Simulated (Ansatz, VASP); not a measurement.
Ca in VASP and in Ansatz

```
CELL_PARAMETERS angstrom
3.52216 0.00000 0.00000
0.00000 3.52216 0.00000
0.00000 0.00000 3.52216
ATOMIC_POSITIONS crystal
Ca 0.00000 0.00000 0.00000
```

Alike in both runs: functional PBE; k mesh 12 × 12 × 12; occupations fermi-dirac, width 0.1 eV; no spin polarisation.

Ansatz relaxed the structure, and its values are those at the end. VASP's run is a single point on that final structure, the one shown.

```csv
,VASP,Ansatz
version,VASP 6.6.1,Ansatz 0.2.0
potentials or method,"VASP PAW PBE potentials, release 64 (Ca_sv)","PAW with Ansatz's default frozen-core files, scalar-relativistic"
plane-wave cutoff (eV),520,420
valence electrons in the cell,10,10
```

```csv
,VASP,Ansatz,Ansatz less VASP
pressure (GPa),0.0,0.0,-0.01
```
